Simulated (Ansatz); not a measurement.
# Ruthenium, dhcp under r²SCAN: structure, energy and stiffness, part 1 of 2

What does r²SCAN give for ruthenium in the dhcp structure? We relax it, solve it on a dense k-mesh, then scale the cell to 7 volumes from 88 to 112 % of the relaxed one and try a fit of the equation of state. The start is ferromagnetic. The k-meshes are 13×13×4 for the relaxation; 18×18×5 for the dense run; 15×15×4 for the volumes.

Method: DFT r2SCAN, plane waves (500 eV) with PAW, scalar-relativistic; the PAW data stem from PBE, with regenerated cores, in Ansatz 0.2.0.

### 1 The starting structure

It takes space group P6_3/mmc (No. 194, hexagonal). Conventional cell: a = 2.676 Å, b = 2.676 Å, c = 8.741 Å, α = 90.00°, β = 90.00°, γ = 120.00°. Ru (site symmetry -3m) has 12 Ru at 2.68 Å as nearest neighbours. Ru (site symmetry -6m2) has 12 Ru at 2.68 Å as nearest neighbours.

As a file:

```cif
data_structure
_symmetry_space_group_name_H-M 'P 1'
_symmetry_Int_Tables_number 1
_cell_length_a 2.6763
_cell_length_b 2.6763
_cell_length_c 8.7408
_cell_angle_alpha 90.000
_cell_angle_beta 90.000
_cell_angle_gamma 120.000
_cell_volume 54.22
loop_
_atom_site_label
_atom_site_type_symbol
_atom_site_fract_x
_atom_site_fract_y
_atom_site_fract_z
_atom_site_occupancy
Ru1 Ru 0.00000 0.00000 0.00000 1
Ru2 Ru 0.00000 0.00000 0.50000 1
Ru3 Ru 0.33333 0.66667 0.25000 1
Ru4 Ru 0.66667 0.33333 0.75000 1
```

Starting moments (μB): +1 ×4.

### 2 Relaxation of the cell

Input file input.yaml:

```yaml
crystal:
  lattice:
    - [2.6763033576, 0.0, 0.0]
    - [-1.3381516788, 2.317746696, 0.0]
    - [0.0, 0.0, 8.7408067661]
  atoms:
    - { symbol: Ru, position: [0.0, 0.0, 0.0], spin: 1.0 }
    - { symbol: Ru, position: [0.0, 0.0, 0.5], spin: 1.0 }
    - { symbol: Ru, position: [0.3333333333, 0.6666666667, 0.25], spin: 1.0 }
    - { symbol: Ru, position: [0.6666666667, 0.3333333333, 0.75], spin: 1.0 }
hamiltonian:
  xc: r2scan
  pseudopotentials:
    kind: paw
    azcp:
      Ru: "pseudopotentials/Ru.paw.azcp"
basis:
  ecutwfc: 500
  fft_grid_basis: typed
kpoints:
  mp_grid: { grid: [13, 13, 4], shift: [0, 0, 0] }
magnetization:
  spin_polarized: true
scf:
  occupations: { method: fermi_dirac, width: 0.05 }
relax:
  max_steps: 60
  f_tol: 0.01
  cell: {}
```

Run with:

```bash
> ansatz run input.yaml --threads 2 --pin off --max-ram 6144MiB --backend cpu --events-out ev --progress --plain --runs-dir out
```

Output:

```text
Warning: RAYON_NUM_THREADS=2 ignored (pool sized by the plan → 2); use --threads N
Engine: ansatz 0.2.0, aarch64-unknown-linux-gnu
Pseudopotentials: kind: paw
Pseudopotential: Ru, paw, valence charge 16, recommended cutoff 500 eV (meta_gga), <dir>
Functional definition: r2SCAN
  parameter k0 = 0.174
  parameter k1 = 0.065
  parameter a1 = 4.9479
  exchange = r2scan_x(k0 = k0, k1 = k1, a1 = a1)
  correlation = r2scan_c
Crystal: 4 atoms, lattice volume = 54.219 Å³
Basis set: ecut = 500 eV, 1387 PW (Γ), exchange–correlation on 80×80×256 points (64 copies of the dense FFT grid, shifted against one another)
Bands: 41, of which v1, the nominal top of the filled ones, is band 32 counted from 1 (31 counted from 0)
Symmetry: 24 space group operations
Space group: P63/mmc (ITA 194), of the structure as read, at distance tolerance 3.8e-5 Å
Magnetic group: BNS 194.263 (UNI 1493), of the structure as read, at distance tolerance 3.8e-5 Å
k-points: 63 of 676
Non-local potential: Ru, projectors of the file, l = 0: 3, l = 1: 2, l = 2: 2, l = 3: 1
PAW form: soft (Blöchl's): semilocal exchange-correlation on the pseudo side does not see the compensation charge
PAW frozen core: Ru, regenerated for the run's functional (the file was generated under x = pbe(κ = 0.804, μ = 0.2195149727645171), c = pbe(β = 0.06672455060314922))
PAW one-centre angular grid: Ru, 590 points (default); XC on 160 Gauss nodes
Initial density: superposition of atomic densities (chi_scale 0.1, normalization cell)
Starting moments: Σ|m| = 4 μB on 4 of 4 sites
Initial wavefunctions: pseudopotential atomic-orbital guess
Functional: x = r2scan, c = r2scan; τ floored in thin density (d = 2e-4 eV/Å³)
SCF iter   1: F=—  HF=-23565.472168 eV  |F-HF|=—  |Δ(HF+E_count)|=         —  Δρ=7.02e-2 (↑7.02e-2 ↓4.83e-2)  dr2=6.75e0  dr2_τ=7.36e-2  dr2_m=2.22e-1  M=2.217 μB ∫|m|=2.223 μB  β_m=0.67  ethr=3.10e-3  ⟨swp⟩=6.1  Hψ=17845  notcnv=0
Mixer restart at iter 1: flushing history
preconditioner: auto → Kerker (q_TF=auto, 2.805 Å⁻¹)  [metal: Δε(μ)=0.018 eV  Ē_g=7.438 eV  σ=0.050 eV  W_gap=0.09  n_scr=24 (ndim 8)  ℏωp=28.5 eV  f_vac=0.000  D(μ)=3.61/eV (n_scr^D=50)]
spin=Collinear: Kerker preconditioning applied to the charge; magnetization (m = ρ↑ − ρ↓) channel mixes plain (no charge-response kernel on spin).
SCF iter   2: F=—  HF=-23562.865092 eV  |F-HF|=—  |Δ(HF+E_count)|=    2.61e0  Δρ=4.28e-2 (↑4.28e-2 ↓3.31e-2)  dr2=2.88e0  dr2_τ=2.74e-2  dr2_m=4.67e-2  M=1.973 μB ∫|m|=1.999 μB  β_m=0.46  ethr=3.10e-3  ⟨swp⟩=2.7  Hψ=9636  notcnv=0  defer=156  κ⁻¹=1.0e0(r=1)
SCF iter   3: F=—  HF=-23562.187261 eV  |F-HF|=—  |Δ(HF+E_count)|=   6.78e-1  Δρ=1.15e-2 (↑1.12e-2 ↓1.15e-2)  dr2=1.79e-1  dr2_τ=2.43e-3  dr2_m=4.58e-3  M=1.500 μB ∫|m|=1.595 μB  β_m=0.56  ethr=3.10e-3  ⟨swp⟩=2.5  Hψ=9581  notcnv=0  defer=156  κ⁻¹=4.3e-2(r=2)
SCF iter   4: F=—  HF=-23562.752586 eV  |F-HF|=—  |Δ(HF+E_count)|=         —  Δρ=2.47e-2 (↑2.35e-2 ↓2.47e-2)  dr2=3.56e-2  dr2_τ=3.45e-2  dr2_m=2.66e-1  M=-0.085 μB ∫|m|=0.291 μB  β_m=1.00  ethr=2.79e-4  ⟨swp⟩=2.2  Hψ=8799  notcnv=0  defer=157
Mixer restart at iter 4: flushing history
SCF iter   5: F=—  HF=-23562.439857 eV  |F-HF|=—  |Δ(HF+E_count)|=   3.13e-1  Δρ=2.80e-3 (↑2.80e-3 ↓2.62e-3)  dr2=3.04e-3  dr2_τ=2.35e-4  dr2_m=2.20e-3  M=0.096 μB ∫|m|=0.174 μB  β_m=0.30  ethr=7.81e-5  ⟨swp⟩=2.2  Hψ=10401  notcnv=0  defer=136
SCF iter   6: F=—  HF=-23562.441329 eV  |F-HF|=—  |Δ(HF+E_count)|=   1.47e-3  Δρ=2.18e-3 (↑2.18e-3 ↓2.09e-3)  dr2=2.03e-3  dr2_τ=5.07e-5  dr2_m=1.35e-3  M=0.104 μB ∫|m|=0.170 μB  β_m=0.59  ethr=4.75e-6  ⟨swp⟩=1.3  Hψ=5803  notcnv=0  defer=104  κ⁻¹=1.0e0(r=1)
SCF iter   7: F=—  HF=-23562.445921 eV  |F-HF|=—  |Δ(HF+E_count)|=   4.59e-3  Δρ=1.08e-3 (↑1.08e-3 ↓7.65e-4)  dr2=4.93e-4  dr2_τ=2.53e-5  dr2_m=2.73e-4  M=0.099 μB ∫|m|=0.124 μB  β_m=1.00  ethr=3.18e-6  ⟨swp⟩=2.3  Hψ=8926  notcnv=0  defer=104  κ⁻¹=6.6e-2(r=2)
SCF iter   8: F=—  HF=-23562.446918 eV  |F-HF|=—  |Δ(HF+E_count)|=   9.97e-4  Δρ=1.00e-3 (↑1.00e-3 ↓7.31e-4)  dr2=2.53e-4  dr2_τ=3.18e-5  dr2_m=3.09e-4  M=0.065 μB ∫|m|=0.078 μB  β_m=0.30  ethr=7.70e-7  ⟨swp⟩=2.2  Hψ=9068  notcnv=0  defer=107  κ⁻¹=8.3e-3(r=3)
SCF iter   9: F=—  HF=-23562.447300 eV  |F-HF|=—  |Δ(HF+E_count)|=   3.81e-4  Δρ=4.52e-4 (↑4.52e-4 ↓4.13e-4)  dr2=6.34e-5  dr2_τ=2.82e-6  dr2_m=6.54e-5  M=-0.043 μB ∫|m|=0.046 μB  β_m=0.65  ethr=3.96e-7  ⟨swp⟩=2.2  Hψ=9475  notcnv=0  defer=107  κ⁻¹=2.3e-3(r=4)
SCF iter  10: F=—  HF=-23562.447083 eV  |F-HF|=—  |Δ(HF+E_count)|=   2.16e-4  Δρ=1.87e-4 (↑1.69e-4 ↓1.87e-4)  dr2=1.25e-5  dr2_τ=6.94e-7  dr2_m=1.14e-5  M=-0.051 μB ∫|m|=0.056 μB  β_m=1.00  ethr=9.90e-8  ⟨swp⟩=2.0  Hψ=9344  notcnv=0  defer=107  κ⁻¹=1.5e-3(r=5)
SCF iter  11: F=—  HF=-23562.447102 eV  |F-HF|=—  |Δ(HF+E_count)|=   1.93e-5  Δρ=1.86e-4 (↑1.42e-4 ↓1.86e-4)  dr2=5.42e-6  dr2_τ=1.04e-6  dr2_m=1.21e-5  M=-0.037 μB ∫|m|=0.041 μB  β_m=1.00  ethr=1.96e-8  ⟨swp⟩=2.0  Hψ=9264  notcnv=0  defer=107  κ⁻¹=4.1e-4(r=6)
SCF iter  12: F=—  HF=-23562.447164 eV  |F-HF|=—  |Δ(HF+E_count)|=   6.19e-5  Δρ=9.02e-5 (↑7.50e-5 ↓9.02e-5)  dr2=2.81e-6  dr2_τ=2.71e-7  dr2_m=2.57e-6  M=-0.016 μB ∫|m|=0.019 μB  β_m=1.00  ethr=8.46e-9  ⟨swp⟩=3.3  Hψ=12801  notcnv=0  defer=107  κ⁻¹=1.6e-4(r=7)
SCF iter  13: F=—  HF=-23562.447175 eV  |F-HF|=—  |Δ(HF+E_count)|=   1.04e-5  Δρ=5.90e-5 (↑5.90e-5 ↓5.40e-5)  dr2=1.21e-6  dr2_τ=1.37e-7  dr2_m=1.18e-6  M=-0.012 μB ∫|m|=0.013 μB  β_m=1.00  ethr=4.39e-9  ⟨swp⟩=2.0  Hψ=9274  notcnv=0  defer=105  κ⁻¹=4.3e-5(r=8)
SCF iter  14: F=—  HF=-23562.447180 eV  |F-HF|=—  |Δ(HF+E_count)|=   5.21e-6  Δρ=3.04e-5 (↑3.04e-5 ↓2.99e-5)  dr2=4.86e-7  dr2_τ=3.25e-8  dr2_m=2.84e-7  M=-0.008 μB ∫|m|=0.009 μB  β_m=0.47  ethr=1.90e-9  ⟨swp⟩=2.0  Hψ=9147  notcnv=0  defer=105  κ⁻¹=2.7e-5(r=8)
SCF iter  15: F=—  HF=-23562.447182 eV  |F-HF|=—  |Δ(HF+E_count)|=   2.25e-6  Δρ=1.32e-5 (↑1.32e-5 ↓1.28e-5)  dr2=4.12e-8  dr2_τ=5.32e-9  dr2_m=7.13e-8  M=-0.000 μB ∫|m|=0.003 μB  β_m=0.45  ethr=7.59e-10  ⟨swp⟩=3.3  Hψ=12628  notcnv=0  defer=105  κ⁻¹=2.5e-5(r=8)
SCF iter  16: F=—  HF=-23562.447182 eV  |F-HF|=—  |Δ(HF+E_count)|=   1.82e-7  Δρ=1.11e-5 (↑1.01e-5 ↓1.11e-5)  dr2=2.58e-8  dr2_τ=3.02e-9  dr2_m=4.49e-8  M=0.001 μB ∫|m|=0.003 μB  β_m=0.63  ethr=6.44e-11  ⟨swp⟩=3.3  Hψ=12865  notcnv=0  defer=105  κ⁻¹=5.2e-6(r=8)
SCF iter  17: F=—  HF=-23562.447183 eV  |F-HF|=—  |Δ(HF+E_count)|=   2.13e-7  Δρ=7.89e-6 (↑7.24e-6 ↓7.89e-6)  dr2=1.91e-8  dr2_τ=1.48e-9  dr2_m=2.05e-8  M=0.001 μB ∫|m|=0.002 μB  β_m=1.00  ethr=4.03e-11  ⟨swp⟩=2.0  Hψ=9304  notcnv=0  defer=105  κ⁻¹=1.3e-5(r=8)
SCF iter  18: F=—  HF=-23562.447183 eV  |F-HF|=—  |Δ(HF+E_count)|=   1.46e-7  Δρ=1.98e-6 (↑1.98e-6 ↓1.63e-6)  dr2=1.69e-9  dr2_τ=1.13e-10  dr2_m=8.36e-10  M=0.000 μB ∫|m|=0.000 μB  β_m=1.00  ethr=2.98e-11  ⟨swp⟩=3.2  Hψ=12034  notcnv=0  defer=105  κ⁻¹=4.7e-5(r=8)
SCF iter  19: F=—  HF=-23562.447183 eV  |F-HF|=—  |Δ(HF+E_count)|=   1.73e-9  Δρ=1.50e-6 (↑1.44e-6 ↓1.50e-6)  dr2=3.44e-10  dr2_τ=1.08e-10  dr2_m=9.64e-10  M=0.000 μB ∫|m|=0.000 μB  β_m=1.00  ethr=2.64e-12  ⟨swp⟩=2.0  Hψ=9253  notcnv=0  defer=105  κ⁻¹=3.1e-5(r=8)
SCF iter  20: F=—  HF=-23562.447183 eV  |F-HF|=—  |Δ(HF+E_count)|=   4.55e-9  Δρ=8.38e-7 (↑8.38e-7 ↓8.06e-7)  dr2=5.66e-11  dr2_τ=3.67e-11  dr2_m=3.16e-10  M=0.000 μB ∫|m|=0.000 μB  β_m=1.00  ethr=1.00e-12  ⟨swp⟩=2.0  Hψ=9296  notcnv=0  defer=105  κ⁻¹=1.7e-5(r=8)
SCF iter  21: F=—  HF=-23562.447183 eV  |F-HF|=—  |Δ(HF+E_count)|=  9.39e-10  Δρ=1.09e-6 (↑1.09e-6 ↓1.01e-6)  dr2=2.70e-11  dr2_τ=6.12e-11  dr2_m=5.39e-10  M=0.000 μB ∫|m|=0.000 μB  β_m=0.43  ethr=1.00e-12  ⟨swp⟩=1.0  Hψ=14944  notcnv=0  κ⁻¹=5.0e-6(r=8)
SCF iter  22: F=—  HF=-23562.447183 eV  |F-HF|=—  |Δ(HF+E_count)|=   1.48e-9  Δρ=5.94e-7 (↑5.94e-7 ↓3.84e-7)  dr2=1.03e-10  dr2_τ=1.59e-11  dr2_m=1.13e-10  M=-0.000 μB ∫|m|=0.000 μB  β_m=0.77  ethr=1.00e-12  ⟨swp⟩=2.7  Hψ=10292  notcnv=0  κ⁻¹=6.3e-6(r=8)
SCF iter  23: F=-23562.447183 eV  HF=-23562.447183 eV  |F-HF|=6.55e-11  |Δ(HF+E_count)|=  2.98e-10  Δρ=1.53e-7 (↑1.47e-7 ↓1.53e-7)  dr2=5.51e-12  dr2_τ=8.17e-13  dr2_m=8.47e-12  M=0.000 μB ∫|m|=0.000 μB  ethr=1.00e-12  ⟨swp⟩=2.0  Hψ=9731  notcnv=0
WARN: the starting moments were not kept: the SCF closed with an absolute magnetisation of 1.0e-5 μB, where they sum to 4 μB in size (4 sites). That is at most 0.1 of that sum. Measured as dr2_m measures the in/out step, that magnetisation stands 2.0e-11 eV from none, at or under the dr2_threshold of 1.0e-7 eV: it is no larger than a step whose dr2_m would equal this threshold. The system may hold no moment; this SCF shows only that its start led to no more than that. To try another start: raise the starting moments (crystal.atoms[].spin, magnetization.per_species, magnetization.initial_magnetization, or on a non-collinear deck that types none of these the spinor_matrix: blocks that start its atoms; where the total moment is fixed, keep their sum and leave initial_magnetization as it is; typed ones take the place of any that the run laid by itself, positive ones on a crystal's lanthanoids without a Hubbard term where scf.initial_density.shell_occupations: [] is typed) or, if the notice of its spin-set hold's release reads "site moments contracting" or "site moments show no strong build", lengthen the hold (scf.mixing.spin_hold: { on: { confirm: 4 } }; for m-r²SCAN on two components see the key's manual first). Each may lead to a state that holds a moment. A second SCF, from the converged charge density, with the starting moments and any scf.initial_density.shell_occupations laid on it anew, would have followed, and was not run: the deck does not ask for one (magnetization.retry_lost_moments is false, the default). To let it run, set magnetization.retry_lost_moments: true and run the deck again, where that key's refused combinations let it; where memory then withholds it, that run's warning says so.
SCF 1 converged in 23 iterations: F = -23562.447183 eV  dr2 = 5.51e-12
relax step   1: F+E_penalty+E_count = -23562.44718273 eV  Δ(F+E_penalty+E_count) = +0.000e0 eV  max|allowed force component| = 3.701e-17 eV/Å  Δτ_max = 0.0000 Å  P = -0.254 GPa  Ω = 54.219 Å³  (23 SCF iters, dr2 threshold 1.00e-7 eV, accepted)
[... 20 lines left out ...]
relax step   2: F+E_penalty+E_count = -23562.45427135 eV  Δ(F+E_penalty+E_count) = -7.089e-3 eV  max|allowed force component| = 5.782e-18 eV/Å  Δτ_max = 0.0000 Å  P = +0.597 GPa  Ω = 54.112 Å³  energy of the carried Pulay correction = +7.145e-5 eV  (11 SCF iters, dr2 threshold 4.00e-7 eV, accepted)
[... 15 lines left out ...]
relax step   3: F+E_penalty+E_count = -23562.46411532 eV  Δ(F+E_penalty+E_count) = -9.844e-3 eV  max|allowed force component| = 1.850e-17 eV/Å  Δτ_max = 0.0000 Å  P = -0.190 GPa  Ω = 54.211 Å³  energy of the carried Pulay correction = +7.244e-6 eV  (10 SCF iters, dr2 threshold 4.00e-7 eV, accepted)
[... 17 lines left out ...]
relax step   4: F+E_penalty+E_count = -23562.46415603 eV  Δ(F+E_penalty+E_count) = -4.071e-5 eV  max|allowed force component| = 1.793e-17 eV/Å  Δτ_max = 0.0000 Å  P = +0.027 GPa  Ω = 54.176 Å³  energy of the carried Pulay correction = +2.967e-5 eV  (12 SCF iters, dr2 threshold 1.01e-7 eV, accepted)
[... 20 lines left out ...]
relax step   5: F+E_penalty+E_count = -23562.46414993 eV  Δ(F+E_penalty+E_count) = +6.099e-6 eV  max|allowed force component| = 2.255e-17 eV/Å  Δτ_max = 0.0000 Å  P = +0.027 GPa  Ω = 54.176 Å³  stress off target by 3.60e-2 GPa  SCF on the basis re-selected at this cell (its energy is not comparable with the rows above)  (15 SCF iters)
basis re-selected at this cell: Δ(F+E_penalty+E_count) = +6.099e-6 eV, ΔP = -0.000 GPa vs the last step (what re-selecting the basis moved, of the pressure what is left beyond the Pulay correction that the steps carried, after the strain that the cell walked since its last selection, with what the two solves' SCF thresholds leave and, on support functions, any second-order correction that the steps lacked; it is no measure of the basis error at this ecutwfc). This SCF's stress stands 3.60e-2 GPa from its target on what of the cell is left free (relax.cell.stress_tol is 5.00e-2 GPa) and its largest allowed force component is 2.26e-17 eV/Å (relax.f_tol is 1.00e-2 eV/Å): within both
SCF converged after 15 iterations
Stability not checked: this state was not tested for a lower state beside it, because the mixer in use, unlike msr1, does not test its closes by its own steps (another_mixer; see scf.mixing.algorithm and scf.lower_state_search)
Magnetization: 0.0000 μB (32.0000 up, 32.0000 down)
Absolute magnetization: 0.0000 μB (∫|ρ↑−ρ↓|, with the PAW one-centre terms)
Spin contamination: 0.0000 ħ² per cell (⟨S²⟩ above its minimum at these occupations)
Per-site moments (μB) at R_I (Å): [(-5.66192945950122e-10, 1.097275464727567), (-5.661929513298261e-10, 1.097275464727567), (8.605318314692988e-8, 1.097275464727567), (8.605318335286113e-8, 1.097275464727567)]
Free energy (F): -23562.464150 eV
Harris-Foulkes:  -23562.464150 eV  (|F-HF|=2.18e-11)
Internal energy: -23562.423907 eV  (E = F + TS)
E sigma→0 (E₀):  -23562.444028 eV
Entropy (-TS):   -0.040243 eV (-10.061 meV/atom)
Fermi energy:    23.448734 eV
--- Per-component energies (eV) ---
  E_band       = -270.591379
  E_kinetic    = 2057.453885
  E_local      = -5016.654416  (includes V_loc(G=0)·N_el)
  E_nonlocal   = 1372.020426
  E_hartree    = 1611.547706
  E_xc         = -737.055258
  E_vxc        = -1067.835583  (∫ρ·V_xc dr)
  E_paw        = -13915.756493  (= ΣΔE_a)
  E_vpaw       = -913.837778  (= ΣTr[D̂ρ^β])
  E_aug_tail   = 0.000414  (compensation charges beyond the density's cutoff)
  E_vtau       = 75.166266  (kinetic-family band-sum trace: ∫τ·v_τ [+ j·A + Jᵃ·Aᵃ] dr)
  E_ewald      = -8932.736350
  E_core_change = -1.243822  (= ΣΔE_core)
  E_smearing   = -0.040243  (= −TS)
  E_closure    = 0.000000  (closes the sum)
  Σ components = -23562.464150   (vs F -23562.464150, Δ=0.00e0)
--- Forces (eV/Å), atoms counted from 1 ---
  atom   1  Ru     0.00000000     0.00000000    -0.00000000
  atom   2  Ru     0.00000000     0.00000000     0.00000000
  atom   3  Ru     0.00000000    -0.00000000     0.00000000
  atom   4  Ru     0.00000000     0.00000000     0.00000000
  max |Σ_I F_I| component: 1.39e-17 eV/Å
--- Stress (GPa, compression-positive) ---
        0.035959      -0.000000       0.000000
       -0.000000       0.035959       0.000000
        0.000000       0.000000       0.009639
  P = ⅓ Tr σ = 0.0272 GPa (0.272 kbar)
--- Relaxed structure (4 steps of the walk, 4 accepted, 1 SCFs on fresh bases) ---
  F+E_penalty+E_count = -23562.46414993 eV   max|allowed force component| = 2.255e-17 eV/Å   (the final SCF, on the basis selected at the relaxed cell)
  cell:  # Å, volume = 54.1757 Å³
    - [2.691398663719792, 0.0, 0.0]
    - [-1.345699331859896, 2.3308196144928317, 0.0]
    - [0.0, 0.0, 8.636097420423008]
  atoms:
    - { symbol: Ru, position: [5.771499432434199e-34, -2.364093975493347e-34, 7.344592613795049e-36] }
    - { symbol: Ru, position: [5.186153667464714e-34, -2.177995960031171e-34, 0.49999999999999994] }
    - { symbol: Ru, position: [0.33333333333333326, 0.6666666666666666, 0.24999999999999997] }
    - { symbol: Ru, position: [0.6666666666666667, 0.33333333333333326, 0.75] }
```

It took 2.3 min on 2 threads of Arm Neoverse V1, shared host; peak memory 0.61 GiB.

The steps of the relaxation:

```csv
step,energy change (meV/atom),largest force (eV/Å),pressure (GPa),volume (Å³/atom)
1,0.00,0.0000,-0.25,13.555
2,-1.77,0.0000,0.60,13.528
3,-4.23,0.0000,-0.19,13.553
4,-4.24,0.0000,0.03,13.544
5,-4.24,0.0000,0.03,13.544
```

Steps that repeat a cell are solved on a basis chosen anew, so their changes of energy are no gain of the relaxation.

Changes in the cell that was computed:

|  | before | after | change |
| --- | --- | --- | --- |
| a (Å) | 2.676 | 2.691 | +0.6 % |
| b (Å) | 2.676 | 2.691 | +0.6 % |
| c (Å) | 8.741 | 8.636 | -1.2 % |
| volume (Å³/atom) | 13.555 | 13.544 | -0.1 % |
| shortest distance (Å) | 2.676 | 2.660 | -0.6 % |
| space group (spins left aside) | P6_3/mmc | P6_3/mmc | same |

### 3 The energy on a finer k-mesh

Input file input.yaml:

```yaml
crystal:
  lattice:
    - [2.6913986637, 0.0, 0.0]
    - [-1.3456993319, 2.3308196145, 0.0]
    - [0.0, 0.0, 8.6360974204]
  atoms:
    - { symbol: Ru, position: [0.0, 1.0, 0.0], spin: 1.0 }
    - { symbol: Ru, position: [0.0, 1.0, 0.5], spin: 1.0 }
    - { symbol: Ru, position: [0.3333333333, 0.6666666667, 0.25], spin: 1.0 }
    - { symbol: Ru, position: [0.6666666667, 0.3333333333, 0.75], spin: 1.0 }
hamiltonian:
  xc: r2scan
  pseudopotentials:
    kind: paw
    azcp:
      Ru: "pseudopotentials/Ru.paw.azcp"
basis:
  ecutwfc: 500
  fft_grid_basis: typed
kpoints:
  mp_grid: { grid: [18, 18, 5], shift: [0, 0, 0] }
magnetization:
  spin_polarized: true
scf:
  occupations: { method: fermi_dirac, width: 0.05 }
```

Run with:

```bash
> ansatz run input.yaml --threads 2 --pin off --max-ram 6144MiB --backend cpu --events-out ev --progress --plain --runs-dir out
```

Output (excerpt; [...] marks lines left out):

```text
Warning: RAYON_NUM_THREADS=2 ignored (pool sized by the plan → 2); use --threads N
[...]
[... 3 set-up lines as earlier in the session ...]
[...]
Crystal: 4 atoms, lattice volume = 54.176 Å³
Basis set: ecut = 500 eV, 1375 PW (Γ), exchange–correlation on 80×80×256 points (64 copies of the dense FFT grid, shifted against one another)
Bands: 41, of which v1, the nominal top of the filled ones, is band 32 counted from 1 (31 counted from 0)
[... 2 set-up lines as earlier in the session ...]
Magnetic group: BNS 194.263 (UNI 1493), of the structure as read, at distance tolerance 3.8e-5 Å
k-points: 111 of 1620
[...]
Starting moments: Σ|m| = 4 μB on 4 of 4 sites
[...]
WARN: the starting moments were not kept: the SCF closed with an absolute magnetisation of 1.2e-5 μB, where they sum to 4 μB in size (4 sites). That is at most 0.1 of that sum. Measured as dr2_m measures the in/out step, that magnetisation stands 2.7e-11 eV from none, at or under the [...]
this state was not tested for a lower state beside it, because the mixer in use, unlike msr1, does not test its closes by its own steps (another_mixer; see scf.mixing.algorithm and scf.lower_state_search)
SCF converged after 21 iterations
Magnetization: -0.0000 μB (32.0000 up, 32.0000 down)
Absolute magnetization: 0.0000 μB (∫|ρ↑−ρ↓|, with the PAW one-centre terms)
Spin contamination: 0.0000 ħ² per cell (⟨S²⟩ above its minimum at these occupations)
Per-site moments (μB) at R_I (Å): [(-2.2000254356968813e-6, 1.0972754647248406), (-2.2000254357057366e-6, 1.0972754647248408), (-5.756693748211626e-7, 1.0972754647248408), (-5.756693749086118e-7, 1.0972754647248406)]
Free energy (F): -23562.490079 eV
[...]
E sigma→0 (E₀):  -23562.474651 eV
Entropy (-TS):   -0.030854 eV (-7.714 meV/atom)
Fermi energy:    23.414227 eV
[...]
```

Run time: 67 s. Hardware: 2 threads of Arm Neoverse V1, shared host; peak memory 0.71 GiB.

(Continued in part 2 of 2.)
